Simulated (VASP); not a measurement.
```yaml
crystal:
  lattice:
    - [0.00000, 2.96009, 2.96009]
    - [2.96009, 0.00000, 2.96009]
    - [2.96009, 2.96009, 0.00000]
  atoms:
    - { symbol: Na, position: [0.00000, 0.00000, 0.00000] }
    - { symbol: Br, position: [0.50000, 0.50000, 0.50000] }
```

The numbers are results of PBEsol GGA, VASP's PBE PAW potentials (set 64) (plane waves; VASP 6.6.1), not measurements. Settings: 480 eV cut-off, 8×8×8 Γ-centred mesh, Gaussian smearing of 0.050 eV, potentials Na_pv Br.

Q: Predict the energy per atom (σ→0), band gap (on the k-mesh) with the smallest direct gap where there is one.

A: 
- band gap (on the k-mesh) = 4.07 eV
- smallest direct gap (on the k-mesh) = 4.07 eV
- energy per atom (σ→0) = -3.187 eV/atom

Only differences to runs with the same potentials and settings are physical.

The compound is NaBr in the rock salt structure. It was relaxed first.
